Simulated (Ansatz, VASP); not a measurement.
Sb in VASP and in Ansatz

The input INCAR:

```
  ALGO = Normal
  EDIFF = 1E-7
  ENCUT = 520
  GGA = PS
  ISIF = 2
  ISMEAR = 0
  LASPH = T
  LCHARG = F
  LREAL = F
  LWAVE = F
  NBANDS = 8
  NELM = 60
  PREC = Accurate
  SIGMA = 0.15
```

Contents of KPOINTS:

```
k-points
0
Gamma
  16 16 16
```

File POSCAR:

```
Sb
1.0
    3.3180000000      0.0000000000      0.0000000000
    0.0000000000      3.3180000000      0.0000000000
    0.0000000000      0.0000000000      3.2390000000
Sb
1
Direct
    0.0000000000      0.0000000000      0.0000000000
```

Input for Ansatz:

```yaml
crystal:
  lattice:
    - [3.318, 0.0, 0.0]
    - [0.0, 3.318, 0.0]
    - [0.0, 0.0, 3.239]
  atoms:
    - { symbol: Sb, position: [0.0, 0.0, 0.0] }
basis:
  ecutwfc: 420
kpoints:
  mp_grid: { grid: [16, 16, 16] }
hamiltonian:
  xc: pbesol
scf:
  occupations: { method: gaussian, width: 0.15 }
output:
  forces: true
  stress: true
  eigenvalues: true
```

Change from the starting cell: strain +0.050 along x and y, +0.025 along z, atoms carried along.

Alike in both runs: task single point; functional PBEsol; k mesh 16 × 16 × 16; occupations gaussian, width 0.15 eV; no spin polarisation.

```csv
,VASP,Ansatz
version,VASP 6.6.1,Ansatz 0.2.0
potentials or method,"VASP PAW PBE potentials, release 64 (Sb)","scalar-relativistic, plane waves, PAW"
plane-wave cutoff (eV),520,420
valence electrons in the cell,5,15
```

|  | VASP | Ansatz | Ansatz less VASP |
| --- | --- | --- | --- |
| gap on the k mesh at the Fermi level (eV) | none | none | - |
| pressure (GPa) | -8.3 | -8.3 | +0.01 |
| largest component of the traceless stress (GPa) | 0.55 | 0.55 | -0.004 |

A gap of «none» marks a metal or a gap that the smearing closes. The two sets of potentials don't hold the same shells in valence.

Caveats: the PAW data sets were made with another functional, which shifts forces and pressure a little (VASP). The runs have no spin-orbit coupling, so splittings on Sb are missing.
